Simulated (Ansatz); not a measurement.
GeO₂:
```
CELL_PARAMETERS angstrom
      4.88953     0.00000     0.00000
     -2.44477     4.23446     0.00000
      0.00000     0.00000     5.61458
ATOMIC_POSITIONS crystal
  Ge 0.44588 0.00000 0.66667
  Ge 0.00000 0.44588 0.33333
  Ge 0.55412 0.55412 0.00000
  O  0.39137 0.31126 0.75139
  O  0.31126 0.39137 0.24861
  O  0.68874 0.08011 0.41806
  O  0.60863 0.91989 0.91527
  O  0.91989 0.60863 0.08473
  O  0.08011 0.68874 0.58194
```

x, y and z are the axes in which the lattice vectors are written.

### Question
Give the proper piezoelectric stress tensor with relaxed ions from plane-wave PAW LDA (Ansatz code).

### Answer
In C/m², rows x, y, z, Voigt columns; mesh uncertainty up to 0.00.
```
 0.28  -0.28   0.00   0.20   0.00   0.00
 0.00   0.00   0.00   0.00  -0.20  -0.28
 0.00   0.00   0.00   0.00   0.00   0.00
```

The elastic tensor of the same run (GPa):

```csv
,1,2,3,4,5,6
1,56.6,25.8,25.2,-1.5,0.0,0.0
2,25.8,56.6,25.2,1.5,0.0,0.0
3,25.2,25.2,113,0.0,0.0,0.0
4,-1.5,1.5,0.0,28.7,0.0,0.0
5,0.0,0.0,0.0,0.0,28.7,-1.5
6,0.0,0.0,0.0,0.0,-1.5,15.4
```

### Question
Convert to strain constants d = e·S.

### Answer
In pC/N:
```
  9.6   -9.6    0.0    8.1    0.0    0.0
  0.0    0.0    0.0    0.0   -8.1  -19.2
  0.0    0.0    0.0    0.0    0.0    0.0
```

Space group P3_221. The LDA relaxation kept the symmetry of its start; phonons on a q-mesh show no instability.

Potentials: the later of the program's two PAW sets.
